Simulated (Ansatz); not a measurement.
Computed map of one atom of the cell: CsPbI3 (cubic perovskite)

Starting cell, CsPbI3 (cubic perovskite):

```
CELL_PARAMETERS angstrom
      6.39047     0.00000     0.00000
      0.00000     6.39047     0.00000
      0.00000     0.00000     6.39047
ATOMIC_POSITIONS crystal
  Cs 0.00000 0.00000 0.00000
  Pb 0.50000 0.50000 0.50000
  I  0.00000 0.50000 0.50000
  I  0.50000 0.50000 0.00000
  I  0.50000 0.00000 0.50000
```

Two-dimensional scan of atom 4 (I, nearest neighbour Pb at 3.195 Å; its periodic images, 6.4 Å or more away, move with it): u runs along (1.000, 0.000, 0.000), v along (0.000, 0.000, 1.000) (Cartesian). Cell and other atoms are fixed.

Method: PBE (plane waves to 420 eV, PAW, scalar-relativistic; Ansatz, a program for electronic structure). k mesh 4×4×4 (Γ-centred), Fermi-Dirac smearing 0.05 eV. The energy includes the smearing's −TS. Fu and Fv are the components of the force on the atom. On this mesh the relaxed cell isn't quite at rest: it carries a pressure of 0.1 GPa (compression positive) at the zero of the scan. CsPbI3 was relaxed with its symmetry unable to fall. Spin-orbit coupling is left out, though I and Pb are heavy. This is a high-temperature form of CsPbI3. ΔE is measured from the undisplaced structure. Axes are in Å.

ΔE (eV/cell), with u across and v down:

| v \ u | -0.800 | -0.533 | -0.267 | 0.000 | 0.267 | 0.533 | 0.800 |
|---|---|---|---|---|---|---|---|
| -0.800 | 1.381 | 1.561 | 1.742 | 1.818 | 1.742 | 1.561 | 1.381 |
| -0.533 | 0.451 | 0.439 | 0.459 | 0.471 | 0.459 | 0.439 | 0.451 |
| -0.267 | 0.140 | 0.087 | 0.070 | 0.068 | 0.070 | 0.087 | 0.140 |
| 0.000 | 0.075 | 0.021 | 0.003 | 0.000 | 0.003 | 0.021 | 0.075 |
| 0.267 | 0.140 | 0.087 | 0.070 | 0.068 | 0.070 | 0.087 | 0.140 |
| 0.533 | 0.451 | 0.439 | 0.459 | 0.471 | 0.459 | 0.439 | 0.451 |
| 0.800 | 1.381 | 1.561 | 1.742 | 1.818 | 1.742 | 1.561 | 1.381 |

Fv (eV/Å), with u across and v down:

```
v \ u   -0.800  -0.533  -0.267  0.000  0.267  0.533  0.800
------  ------  ------  ------  -----  -----  -----  -----
-0.800    5.44    6.70    7.74   8.15   7.74   6.70   5.44
-0.533    2.00    2.34    2.63   2.74   2.63   2.34   2.00
-0.267    0.56    0.59    0.63   0.64   0.63   0.59   0.56
0.000     0.00    0.00    0.00   0.00   0.00   0.00   0.00
0.267    -0.56   -0.59   -0.63  -0.64  -0.63  -0.59  -0.56
0.533    -2.00   -2.34   -2.63  -2.74  -2.63  -2.34  -2.00
0.800    -5.44   -6.70   -7.74  -8.15  -7.74  -6.70  -5.44
```

Derived quantities:

Lowest place on the grid: u = 0.000 Å, v = 0.000 Å (0 meV/cell)
Highest place on the grid, met at several equal points: u = 0.000 Å, v = -0.800 Å; u = 0.000 Å, v = 0.800 Å (1818 meV/cell)

The 49 points together took around 24 core-minutes (rough).

(A displaced cell: forces are minus the slopes of the energy, force constants its curvatures, and phonons follow from these.)
